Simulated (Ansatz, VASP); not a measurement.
Sb: VASP beside Ansatz

Contents of INCAR:

```
SYSTEM = Sb
  PREC = Accurate
  ENCUT = 520
  EDIFF = 1E-6
  ISMEAR = 0
  SIGMA = 0.15
  LREAL = .FALSE.
  LASPH = .TRUE.
  NELM = 100
  ALGO = Normal
  ISIF = 2
  LWAVE = .FALSE.
  LCHARG = .TRUE.
  GGA = PS
  LELF = .TRUE.
  LVHAR = .TRUE.
  NBANDS = 8
```

KPOINTS

```
regular mesh
0
G
  16 16 16
  0 0 0
```

Contents of POSCAR:

```
Sb
1.0
    3.1600000000      0.0000000000      0.0000000000
    0.0000000000      3.0178000000      0.0000000000
    0.0000000000      0.0000000000      3.1600000000
Sb
1
Direct
    0.0000000000      0.0000000000      0.0000000000
```

Input for Ansatz:

```yaml
crystal:
  lattice:
    - [3.16, 0.0, 0.0]
    - [0.0, 3.0178, 0.0]
    - [0.0, 0.0, 3.16]
  atoms:
    - { symbol: Sb, position: [0.0, 0.0, 0.0] }
basis:
  ecutwfc: 420
kpoints:
  mp_grid: { grid: [16, 16, 16] }
hamiltonian:
  xc: pbesol
scf:
  occupations: { method: gaussian, width: 0.15 }
output:
  forces: true
  stress: true
  eigenvalues: true
```

Change from the starting cell: strain -0.0450 x Voigt [0, 1, 0, 0, 0, 0], atoms carried along.

Alike in both runs: task single point; functional PBEsol; k mesh 16 × 16 × 16; occupations gaussian, width 0.15 eV; no spin polarisation.

```csv
,VASP,Ansatz
version,VASP 6.6.1,Ansatz 0.2.0
potentials or method,"VASP PAW PBE potentials, release 64 (Sb)","scalar-relativistic, plane waves, PAW"
plane-wave cutoff (eV),520,420
valence electrons in the cell,5,15
```

VASP gave:

```
gap on the k mesh at the Fermi level (eV)       : none
pressure (GPa)                                  : -2.5
largest component of the traceless stress (GPa) : 2.92
```

Question: Estimate Ansatz's values.

Answer: gap on the k mesh at the Fermi level (eV): none; pressure (GPa): -2.6; largest component of the traceless stress (GPa): 2.88.

A gap of «none» marks a metal or a gap that the smearing closes. The two sets of potentials don't hold the same shells in valence.

Caveats: the PAW data sets were made with another functional, which shifts forces and pressure a little (VASP). Spin-orbit coupling is left out, which matters for the levels of Sb.
